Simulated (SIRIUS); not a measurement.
A run of SIRIUS 7.10.0 is set up as follows.

Contents of sirius.json:

```json
{
  "control": {
    "processing_unit": "cpu",
    "verbosity": 2,
    "num_bands_to_print": 14,
    "print_forces": true,
    "print_stress": true
  },
  "parameters": {
    "electronic_structure_method": "pseudopotential",
    "xc_functionals": ["XC_GGA_X_PBE", "XC_GGA_C_PBE"],
    "gk_cutoff": 9.0,
    "pw_cutoff": 18.0,
    "ngridk": [10, 10, 10],
    "shiftk": [0, 0, 0],
    "smearing": "fermi_dirac",
    "smearing_width": 0.0018374661,
    "num_bands": 14,
    "num_mag_dims": 0,
    "num_dft_iter": 100,
    "energy_tol": 1e-08,
    "density_tol": 1e-06
  },
  "iterative_solver": {
    "type": "davidson",
    "min_tolerance": 1e-09,
    "tolerance_scale": [0.1, 0.25]
  },
  "mixer": {
    "type": "anderson",
    "beta": 0.7,
    "max_history": 8
  },
  "settings": {
    "tol_ne": 1e-10,
    "pseudo_grid_cutoff": 6.5
  },
  "unit_cell": {
    "lattice_vectors": [
      [-0.004956958124, 0.703994804306, 0.710187823097],
      [0.700755615659, 0.013114367109, 0.692116497865],
      [0.712547870988, 0.697715734402, 0.00132211178]
    ],
    "lattice_vectors_scale": 6.3905076933,
    "atom_coordinate_units": "lattice",
    "atom_types": ["Sb"],
    "atom_files": {
      "Sb": "Sb.json"
    },
    "atoms": {
      "Sb": [
        [-0.007538, 0.013091, -0.010743]
      ]
    }
  }
}
```

Potentials or basis: PseudoDojo 0.4.1 PBE standard (scalar relativistic).

Launch:

```bash
$ upf_to_json Sb.upf
$ OMP_NUM_THREADS=1 sirius.scf --input=sirius.json --output=out.json --task=0
```

(1) What does it give for the pressure?

(2) Predict the band gap on the k mesh.

## Answers

(1) 1.8 GPa.

(2) none (metal or under the smearing width).
